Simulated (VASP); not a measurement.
In: relaxation of cell and atoms with LAK

The system is In.

```
In
1.0
    -1.62547    1.62547    2.47370
     1.62547   -1.62547    2.47370
     1.62547    1.62547   -2.47370
In
1
Direct
  0.00000 0.00000 0.00000
```

| Quantity | Value |
| --- | --- |
| Program | VASP 6.6.1 |
| Task | relaxation of cell and atoms |
| Functional | LAK |
| Potentials or basis | VASP PAW PBE potentials, release 64 (In_d) |
| Cutoff | 600 eV |
| k mesh | 11 × 11 × 11 |
| Occupations | methfessel-paxton, width 0.1 eV |
| Spin | no spin polarisation |
| Further INCAR settings | ALGO = Normal; EDIFF = 1e-07; IBRION = 2; EDIFFG = -0.01; NSW = 40; ISIF = 3 |

| Item | Value |
| --- | --- |
| Relaxed volume | 29.04 Å³/atom |
| Relaxed cell | a = 3.496 Å, b = 3.496 Å, c = 3.496 Å, α = 122.41°, β = 122.41°, γ = 85.88° |
| Space group after relaxing (to 0.05 Å) | I4/mmm (No. 139) |
| Energy gained by relaxing | 33.5 meV/atom |
| Ionic steps | 4 |
| Pressure after relaxing | 0.0 GPa |
| Band gap on the k mesh | none (metal or under the smearing width) |

Step by step:
| step | energy change (eV) | largest force (eV/Å) | pressure (GPa) | volume (Å³) |
| --- | --- | --- | --- | --- |
| 1 | 0.0000 | 0.0000 | 3.96 | 26.14 |
| 2 | -0.0328 | 0.0000 | 0.34 | 28.67 |
| 3 | -0.0334 | 0.0000 | 0.08 | 28.95 |
| 4 | -0.0335 | 0.0000 | 0.00 | 29.04 |

Final structure:
```yaml
crystal:
  lattice:
    - [-1.68406, 1.68406, 2.55953]
    - [1.68406, -1.68406, 2.55953]
    - [1.68406, 1.68406, -2.55953]
  atoms:
    - { symbol: In, position: [0.00000, 0.00000, 0.00000] }
```

Levels at points of the mesh, in eV from the Fermi level:
```csv
k point,band 2,band 3,band 4,band 5,band 6,band 7,band 8,band 9,band 10
"(0.00, 0.00, 0.00)",-15.49,-15.49,-15.43,-15.33,-9.43,10.37,10.37,10.51,11.76
```

Run time: 13 min on 1 thread of Intel(R) Xeon(R) Platinum 8488C (Sapphire Rapids), with other jobs on the host, peak memory 0.2 GiB.

Caveat: the PAW data sets were made with another functional, which shifts forces and pressure a little; the volume moved by +11 % from the deposited cell, more than functionals usually miss. Zero-point motion and thermal expansion aren't in these numbers.
